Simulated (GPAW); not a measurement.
# CdTe (F-43m) in GPAW: notebook, part 2 of 2

GPAW 26.7.0.

### Step 5. Band structure, GLLB-SC

The input, run.py:

```python
from ase.dft.bandgap import bandgap
from ase.io import write
from ase.spacegroup import crystal
from gpaw import GPAW, PW

# Te 4c
# Cd 4a
atoms = crystal(['Te', 'Cd'],
                basis=[[0.25, 0.25, 0.25],
                       [0.0, 0.0, 0.0]],
                spacegroup=216, setting=1,  # F-43m
                cellpar=[6.41, 6.41, 6.41, 90.0, 90.0, 90.0],
                primitive_cell=True)

calc = GPAW(mode=PW(600),
            xc='GLLBSC',
            kpts={'size': (6, 6, 6), 'gamma': True},
            occupations={'name': 'fermi-dirac', 'width': 0.05},
            nbands=18,
            convergence={'density': 1e-05, 'energy': 1e-05},
            maxiter=150,
            txt='gpaw.txt')
atoms.calc = calc
energy = atoms.get_potential_energy()
calc.write('gs.gpw')
write('result.traj', atoms)
print('Fermi level:', round(calc.get_fermi_level(), 4), 'eV')
print(f'Gap: {bandgap(calc)[0]:.4f} eV, direct: {bandgap(calc, direct=True)[0]:.4f} eV')

path = atoms.cell.bandpath('GXWKGLUWLK,UX', npoints=80, eps=1e-4)
bs_calc = calc.fixed_density(kpts=path, symmetry='off', nbands=31,
                             convergence={'bands': 'CBM+6.0', 'eigenstates': 1e-6}, txt='bands.txt')
bs = bs_calc.band_structure()
bs.write('bs.json')
print(f'Gap on the path: {bandgap(bs_calc)[0]:.4f} eV')

homo, lumo = bs_calc.get_homo_lumo()
response = calc.hamiltonian.xc.response
dxc_pot = response.calculate_discontinuity_potential(homo, lumo)
ks_gap, dxc = bs_calc.hamiltonian.xc.response.calculate_discontinuity(dxc_pot)
print(f'Kohn-Sham gap {ks_gap:.4f} eV, discontinuity {dxc:.4f} eV, gap {ks_gap + dxc:.4f} eV')
```

Potentials or basis: the program's PAW data sets (release 1.2.1) made for this functional, pw.

Run with:

```sh
OMP_NUM_THREADS=1 python run.py
```

gpaw.txt:

```text
___ ___ ___ _ _ _
 |   |   |_  | | | |
 | | | | | . | | | |
 |__ |  _|___|_____|  26.7.0
 |___|_|

Input parameters:
  convergence: {density: 1e-05,
                energy: 1e-05}
  kpts: {gamma: True,
         size: (6, 6, 6)}
  maxiter: 150
  mode: {ecut: 600.0,
         name: pw}
  nbands: 18
  occupations: {name: fermi-dirac,
                width: 0.05}
  xc: GLLBSC

System changes: positions, numbers, cell, pbc, initial_charges, initial_magmoms

Initialize ...

species:
  Te:
    name:    Tellurium
    Z:       52.0
    valence: 6
    core:    46
    charge:  0.0  # [|e|]
    compensation charges:
      type: gauss
      rc: 0.36  # [Å]
      lmax: 2
    cutoffs:
      filter: 2.09  # [Å]
      core: 3.17  # [Å]
    projectors
    | kind |    occ | energy [eV] | rcut [Å] |
    |------|--------|-------------|----------|
    |   5s |  2.000 |     -17.259 |    1.180 |
    |   5p |  4.000 |      -8.515 |    1.196 |
    |    s |        |       9.952 |    1.180 |
    |    p |        |      18.697 |    1.196 |
    |    d |        |       0.000 |    1.238 |

    Using partial waves for Te as LCAO basis

  Cd:
    name:    Cadmium
    Z:       48.0
    valence: 12
    core:    36
    charge:  0.0  # [|e|]
    compensation charges:
      type: gauss
      rc: 0.38  # [Å]
      lmax: 2
    cutoffs:
      filter: 2.12  # [Å]
      core: 2.62  # [Å]
    projectors
    | kind |    occ | energy [eV] | rcut [Å] |
    |------|--------|-------------|----------|
    |   5s |  2.000 |      -8.047 |    1.191 |
    |   5p |  0.000 |      -3.235 |    1.228 |
    |   4d | 10.000 |     -14.478 |    1.164 |
    |    s |        |      19.165 |    1.191 |
    |    p |        |      23.976 |    1.228 |
[... 95 lines left out ...]
Number of bands in calculation: 18
Number of valence electrons: 18
Bands to converge: occupied

... initialized

Initializing position-dependent things.

Density initialized from atomic densities
Creating initial wave functions:
  13 bands from LCAO basis set
  5 bands from random numbers

            Te

       Cd

Atomic positions and initial magnetic moments

Positions:
   0 Te     1.602500    1.602500    1.602500    ( 0.0000,  0.0000,  0.0000)
   1 Cd     0.000000    0.000000    0.000000    ( 0.0000,  0.0000,  0.0000)

Unit cell:
           periodic     x           y           z      points  spacing
  1. axis:    yes    0.000000    3.205000    3.205000    27     0.1371
  2. axis:    yes    3.205000    0.000000    3.205000    27     0.1371
  3. axis:    yes    3.205000    3.205000    0.000000    27     0.1371

  Lengths:   4.532554   4.532554   4.532554
  Angles:   60.000000  60.000000  60.000000

Effective grid spacing dv^(1/3) = 0.1496

iter:   1    -5.555047
iter:   2    -5.695779   -0.94  -1.31
iter:   3    -5.586965   -1.49  -1.16
iter:   4    -5.917041   -1.79  -1.45
iter:   5    -5.753191   -1.74  -1.37
iter:   6    -5.914300   -2.73  -1.84
iter:   7    -5.783110   -2.05  -1.80
iter:   8    -5.769081   -2.72  -1.72
iter:   9    -5.774518   -3.45  -1.85
iter:  10    -5.783975   -3.94  -2.27
iter:  11    -5.782886   -5.06  -2.82
iter:  12    -5.786112   -4.67  -2.84
iter:  13    -5.784571   -5.86  -3.65
iter:  14    -5.782632   -6.58  -3.75
iter:  15    -5.780812   -6.93  -3.85
iter:  16    -5.781187   -7.53c -4.30
iter:  17    -5.780966   -8.09c -4.79
iter:  18    -5.780987   -8.63c -5.08c
iter:  19    -5.780956c  -9.14c -5.24c

Converged after 19 iterations.

Dipole moment: (-4.557700, -4.557700, -4.557700) |e|*Ang

Energy contributions relative to reference atoms: (reference = -336813.756681)

Kinetic:        +54.703261
Potential:      -48.830932
External:        +0.000000
XC:             -10.903886
Entropy (-ST):   -0.000000
Local:           -0.749399
SIC:             +0.000000
--------------------------
Free energy:     -5.780956
Extrapolated:    -5.780956

GLLBSC response reference energy: 3.15884 eV (from HOMO)

Showing only first 2 kpts
 Kpt  Band  Eigenvalues  Occupancy
  0     7      3.15880    1.99999
  0     8      3.15880    1.99999
  0     9      4.31289    0.00003
  0    10      7.89859    0.00000

  1     7      2.53930    2.00000
  1     8      2.53930    2.00000
  1     9      5.93006    0.00000
  1    10      7.03026    0.00000

Fermi level: 3.76461

Gap: 1.154 eV
Transition (v -> c):
  (s=0, k=0, n=8, [0.00, 0.00, 0.00]) -> (s=0, k=0, n=9, [0.00, 0.00, 0.00])
No difference between direct/indirect transitions
Writing to gs.gpw (mode='')
```

stdout:

```text
Fermi level: 3.7646 eV
Gap: 1.1541 eV, direct: 1.1541 eV
Gap on the path: 1.1541 eV
Kohn-Sham gap 1.1541 eV, discontinuity 0.4555 eV, gap 1.6096 eV
```

bands.txt:

```text
___ ___ ___ _ _ _
 |   |   |_  | | | |
 | | | | | . | | | |
 |__ |  _|___|_____|  26.7.0
 |___|_|

Input parameters:
  convergence: {bands: CBM+6.0,
                eigenstates: 1e-06}
  gpts: [27 27 27]
  kpts: {cell: Cell([[0.0, 3.2050000000000005, 3.2050000000000005], [3.2050000000000005, 0.0, 3.2050000000000005], [3.2050000000000005, 3.2050000000000005, 0.0]]),
[... 213 lines left out ...]
  0     9      4.31289    0.00003
  0    10      7.89859    0.00000

  1     7      3.10110    2.00000
  1     8      3.10110    2.00000
  1     9      4.58481    0.00000
  1    10      7.79176    0.00000

Fermi level: 3.76461

Gap: 1.154 eV
Transition (v -> c):
  (s=0, k=0, n=8, [0.00, 0.00, 0.00]) -> (s=0, k=33, n=9, [0.00, 0.00, 0.00])
Direct/indirect transitions are different
Direct gap: 1.154 eV
Transition at: (s=0, k=33, n=8, [0.00, 0.00, 0.00])
```

Wall time 87 s (1 thread of Arm Neoverse V1, shared host); peak memory 0.31 GiB.

What came out:

| Item | Value |
| --- | --- |
| Band gap on the k mesh with the derivative discontinuity | 1.61 eV |
| Band gap of the Kohn-Sham levels | 1.15 eV |
| Derivative discontinuity | 0.46 eV |

Levels at the corners of the path, in eV from the valence-band top:
```
point  band 5  band 6  band 7  band 8  band 9  band 10  band 11  band 12  band 13  band 14
    Γ   -8.81   -8.81    0.00    0.00    0.00     1.15     4.74     4.74     4.74     7.68
    X   -8.78   -8.11   -4.38   -1.90   -1.90     2.75     2.79     9.21     9.50     9.50
    W   -8.81   -8.03   -4.24   -2.39   -2.23     4.44     4.87     5.85     6.42    10.09
    K   -8.80   -8.07   -4.26   -2.61   -1.58     3.04     4.71     7.57     7.70     8.20
    Γ   -8.81   -8.81    0.00    0.00    0.00     1.15     4.74     4.74     4.74     7.68
    L   -8.80   -8.32   -4.49   -0.79   -0.79     2.03     5.33     5.33     7.39     8.96
    U   -8.80   -8.07   -4.26   -2.61   -1.58     3.04     4.71     7.57     7.70     8.20
    W   -8.81   -8.03   -4.24   -2.39   -2.23     4.44     4.87     5.85     6.42    10.09
    L   -8.80   -8.32   -4.49   -0.79   -0.79     2.03     5.33     5.33     7.39     8.96
    K   -8.80   -8.07   -4.26   -2.61   -1.58     3.04     4.71     7.57     7.70     8.20
    U   -8.80   -8.07   -4.26   -2.61   -1.58     3.04     4.71     7.57     7.70     8.20
    X   -8.78   -8.11   -4.38   -1.90   -1.90     2.75     2.79     9.21     9.50     9.50
```

Caveat: the GLLB-SC gap is the Kohn-Sham gap of the path plus the derivative discontinuity; a model potential gives levels but no total energy; spin-orbit coupling is left out, which moves the levels of the heavy elements.

### Step 6. Equation of state, PBEsol

The input, run.py:

```python
from ase.eos import EquationOfState
from ase.io import Trajectory
from ase.spacegroup import crystal
from ase.units import GPa
from gpaw import GPAW, PW, setup_paths

setup_paths.insert(0, '.')

# Te 4c
# Cd 4a
atoms = crystal(['Te', 'Cd'],
                basis=[[0.25, 0.25, 0.25],
                       [0.0, 0.0, 0.0]],
                spacegroup=216, setting=1,  # F-43m
                cellpar=[6.41, 6.41, 6.41, 90.0, 90.0, 90.0],
                primitive_cell=True)

traj = Trajectory('eos.traj', 'w')
volumes, energies = [], []
for x in [0.94, 0.96, 0.98, 1.0, 1.02, 1.04, 1.06]:
    a = atoms.copy()
    a.set_cell(atoms.cell * x**(1 / 3), scale_atoms=True)
    calc = GPAW(mode=PW(600),
                xc='PBEsol',
                kpts={'size': (6, 6, 6), 'gamma': True},
                occupations={'name': 'fermi-dirac', 'width': 0.05},
                nbands=18,
                convergence={'density': 1e-05, 'energy': 1e-05},
                maxiter=150,
                txt=f'eos-{x:.2f}.txt')
    a.calc = calc
    energies.append(a.get_potential_energy(force_consistent=True))
    volumes.append(a.get_volume())
    p = -a.get_stress()[:3].mean() / GPa
    calc.write(f'eos-{x:.2f}.gpw')
    traj.write(a)
    print(f'{x:.2f} {volumes[-1]:10.4f} A^3 {energies[-1]:14.6f} eV {p:9.3f} GPa', flush=True)

v0, e0, B = EquationOfState(volumes, energies, eos='birchmurnaghan').fit()
print(f'V0 = {v0:.4f} A^3, E0 = {e0:.6f} eV, B0 = {B / GPa:.2f} GPa')
```

Potentials or basis: PAW data sets generated in the run's folder for this functional, pw.

Run with:

```sh
gpaw-setup -f PBEsol Cd Te
OMP_NUM_THREADS=1 python run.py
```

The log of the run:

```text
__  _  _
 | _ |_)|_||  |
 |__||  | ||/\| - 26.7.0

Input parameters:
  mode=PW(ecut=600.0),
  convergence={'density': 1e-05, 'energy': 1e-05},
  kpts=MonkhorstPack(size=(6, 6, 6), gamma=True),
  maxiter=150,
  nbands=18,
  occupations=Occupations(name='fermi-dirac', width=0.05),
  xc=XC(name='PBEsol')

Diagonalizing LCAO Hamiltonian
Converting LCAO to pw mode

            Te

       Cd

Atoms  # Å, Bohr magnetons
|   | symbol |        x |        y |        z |    initial magnetic moments |
|---|--------|----------|----------|----------|-----------------------------|
| 0 |     Te | 1.580842 | 1.580842 | 1.580842 | ( 0.0000,  0.0000,  0.0000) |
| 1 |     Cd | 0.000000 | 0.000000 | 0.000000 | ( 0.0000,  0.0000,  0.0000) |

Unit cell  # Å
| periodic |        x |        y |        z |  lengths |    angles |
|----------|----------|----------|----------|----------|-----------|
[... 169 lines left out ...]
|iter:   3| |   -5.718030 | -1.78 | -1.32 |
|iter:   4| |   -5.714269 | -3.36 | -1.77 |
|iter:   5| |   -5.713465 | -3.81 | -2.22 |
|iter:   6| |   -5.713478 | -5.42 | -2.99 |
|iter:   7| |   -5.713480c| -6.71 | -3.63 |
|iter:   8| |   -5.713480c| -7.83c| -4.36 |
|iter:   9| |   -5.713480c| -8.56c| -5.38c|

Converged in 9 steps
Energy contributions relative to reference atoms: (reference = -336814.218928)

Energy contributions:
  Kinetic:          22.200427
  Coulomb:         -19.850924
  Zero:              0.234838
  External:          0.000000
  Xc:               -8.297819
  Entropy:          -0.000002
  Spinorbit:         0.000000
  ----------------------------
  Free energy:      -5.713481
  Extrapolated:     -5.713480

dipole moment: (-25.674198, -25.674198, -25.674198)  # |e|*Ang

Fermi level: 4.875
Eigenvalues  # (at kpt = [0.000, 0.000, 0.000])
| band index |      eig [eV] | occ [0-2] |
|------------|---------------|-----------|
|          0 |        -7.250 |     2.000 |
|          1 |        -4.096 |     2.000 |
|          2 |        -4.096 |     2.000 |
|          3 |        -4.096 |     2.000 |
|          4 |        -3.771 |     2.000 |
|          5 |        -3.771 |     2.000 |
[... 10 lines left out ...]
|         16 |        14.388 |     0.000 |
|         17 |        14.388 |     0.000 |

Gap: 0.876 eV
Transition (v -> c):
  (s=0, k=0, n=8, [0.00, 0.00, 0.00]) -> (s=0, k=0, n=9, [0.00, 0.00, 0.00])
No difference between direct/indirect transitions

Stress tensor  # eV/Ang^3
|         x |         y |         z |
|-----------|-----------|-----------|
| -0.021432 | -0.000000 |  0.000000 |
| -0.000000 | -0.021432 |  0.000000 |
|  0.000000 |  0.000000 | -0.021432 |

# Writing to eos-0.96.gpw (mode='')
```

stdout:

```text
0.94    61.8931 A^3      -5.679986 eV     4.710 GPa
0.96    63.2099 A^3      -5.713481 eV     3.434 GPa
0.98    64.5268 A^3      -5.737046 eV     2.294 GPa
1.00    65.8437 A^3      -5.751755 eV     1.276 GPa
1.02    67.1606 A^3      -5.758547 eV     0.367 GPa
1.04    68.4774 A^3      -5.758269 eV    -0.446 GPa
1.06    69.7943 A^3      -5.751685 eV    -1.171 GPa
V0 = 67.7589 A^3, E0 = -5.759250 eV, B0 = 41.99 GPa
```

eos-0.94.txt:

```text
SCF iterations
|iter     | |      energy | eigst |  dens |
|---------|-|-------------|-------|-------|
|iter:   1| |   -5.901409 | -0.30 |       |
|iter:   2| |   -5.858113 | -2.36 | -1.27 |
|iter:   3| |   -5.684605 | -1.78 | -1.32 |
|iter:   4| |   -5.680770 | -3.35 | -1.77 |
|iter:   5| |   -5.679971 | -3.81 | -2.21 |
[... 42 lines left out ...]
|         16 |        14.629 |     0.000 |
|         17 |        14.629 |     0.000 |

Gap: 0.939 eV
Transition (v -> c):
  (s=0, k=0, n=8, [0.00, 0.00, 0.00]) -> (s=0, k=0, n=9, [0.00, 0.00, 0.00])
No difference between direct/indirect transitions

Stress tensor  # eV/Ang^3
|         x |         y |         z |
|-----------|-----------|-----------|
| -0.029400 | -0.000000 |  0.000000 |
| -0.000000 | -0.029400 |  0.000000 |
|  0.000000 |  0.000000 | -0.029400 |

# Writing to eos-0.94.gpw (mode='')
```

Wall time 1.7 min (1 thread of Arm Neoverse V1, shared host); peak memory 0.26 GiB.

What came out:

```yaml
Equilibrium_volume: 33.88 Å³/atom
Bulk_modulus: 42 GPa
Pressure_derivative_of_the_bulk_modulus: 4.8
```

Energy against volume, from the lowest point:
```tsv
volume (Å³/atom)	energy (meV/atom)
30.947	39.28
31.605	22.53
32.263	10.75
32.922	3.40
33.580	0.00
34.239	0.14
34.897	3.43
```

The run has no spin-orbit coupling, so splittings on Te are missing.

### Step 7. Summary

```csv
task,level,potentials or basis,spin,band path,band points,spin axis theta (degrees),spin axis phi (degrees),gap on the mesh (eV)
equation of state,optPBE-vdW,"GPAW PAW data sets (gpaw-data 1.2.1), pw",off,-,-,-,-,-
band structure,mBEEF,"GPAW PAW data sets (gpaw-data 1.2.1), pw","SOC, no magnetisation","GXWKGLUWLK,UX",80,90,0,1.00
equation of state,SCAN,"GPAW PAW data sets (gpaw-data 1.2.1), pw",off,-,-,-,-,-
band structure,GLLB-SC,"the program's PAW data sets (release 1.2.1) made for this functional, pw",off,"GXWKGLUWLK,UX",80,-,-,1.61
equation of state,PBEsol,"PAW data sets generated in the run's folder for this functional, pw",off,-,-,-,-,-
```

Alike in all rows: cell as given; k mesh 6 × 6 × 6; cutoff (eV) 600; smearing fermi-dirac 0.05 eV.

Caveats: the PAW data sets were made with another functional, which shifts forces and pressure a little (some runs); the minimum lies outside the volumes run (some runs); spin-orbit coupling was added after a scalar SCF, so levels and gaps hold it while energy, forces, pressure and moments don't (some runs); this program's spin-orbit splittings come out too wide for heavy elements (some runs); the points scatter about the fit (some runs); the GLLB-SC gap is the Kohn-Sham gap of the path plus the derivative discontinuity (some runs); a model potential gives levels but no total energy (some runs).

Absolute energies hang on the potentials; compare differences alone.

### Step 8. Comparison with measurements

Step 3. Against the measured gap of CdTe, 1.607 eV (0 K; a printed reference work, data compilation), the calculated 1.00 eV is off by -0.61 eV. The value is that of mBEEF, without temperature or zero-point motion.

Step 5. Against the measured gap of CdTe, 1.607 eV (0 K; a printed reference work, data compilation), the calculated 1.61 eV is off by 0.00 eV. Spin-orbit coupling on Cd, Te is left out. The value is that of GLLB-SC, without temperature or zero-point motion.

Step 6. Measured bulk modulus of CdTe: 42 GPa (powder; quoted in “Multiscale insight into the Cd1-xZnxTe vibrational-mechanical properties -- High-pressure experiments and ab initio calculations”, 2023, arxiv:2306.14539). This calculation gives 42 GPa (0.0 %). The fit is for a static lattice scaled at fixed shape and fixed fractional positions.
